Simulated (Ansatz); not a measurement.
Starting cell, RuO₂ (rutile):

```xyz
6
Lattice="4.4661 0.0000 0.0000 0.0000 4.4661 0.0000 0.0000 0.0000 3.0919" Properties=species:S:1:pos:R:3 pbc="T T T"
Ru     0.0000     0.0000     0.0000
Ru     2.2331     2.2331     1.5459
O      1.3670     1.3670     0.0000
O      3.6001     0.8661     1.5459
O      0.8661     3.6001     1.5459
O      3.0991     3.0991     0.0000
```

In this cell atom 1 (Ru, nearest neighbour O at 1.933 Å; its periodic images, 3.1 Å or more away, move with it) is moved by s along Cartesian [110], unit vector (0.707, 0.707, 0.000); all other atoms and the cell stay fixed.

All values below come from PBEsol (plane waves to 420 eV, PAW, scalar-relativistic; Ansatz, an electronic-structure program). k mesh 9×9×12 (Γ-centred), Fermi-Dirac smearing 0.05 eV. The energy includes the smearing's −TS. With partly filled bands, energies and forces of such displacements shift with the k mesh and the smearing. RuO2 is run without spin polarisation and with no Hubbard U. RuO2 was relaxed with its symmetry unable to fall. ΔE is measured from the undisplaced structure. The last digit holds for this mesh only.

```csv
s (Å),ΔE (meV/cell)
-0.190,withheld
-0.152,320.3
-0.114,176.6
-0.076,77.4
-0.038,19.2
0.000,0.0
0.038,19.2
0.076,77.4
0.114,176.6
0.152,320.3
0.190,withheld
```

Problem. Fit an even polynomial form (powers 2, 4) to the given rows and predict ΔE at s = -0.190.

Solution. Least squares on the 9 given rows: ΔE = (13240)·s² + (26950)·s⁴, in meV/cell with s in Å; root-mean-square residual 0.02 meV/cell. At -0.190 the fit gives 513.1 meV/cell; the calculation gives 514.0 meV/cell, so the extrapolation is off by -0.9 (-0.2 %). The quadratic term alone would give 478.0 meV/cell.

(For displaced atoms, the force is minus the slope of the energy, and its curvature is a force constant, which sets phonon frequencies.)
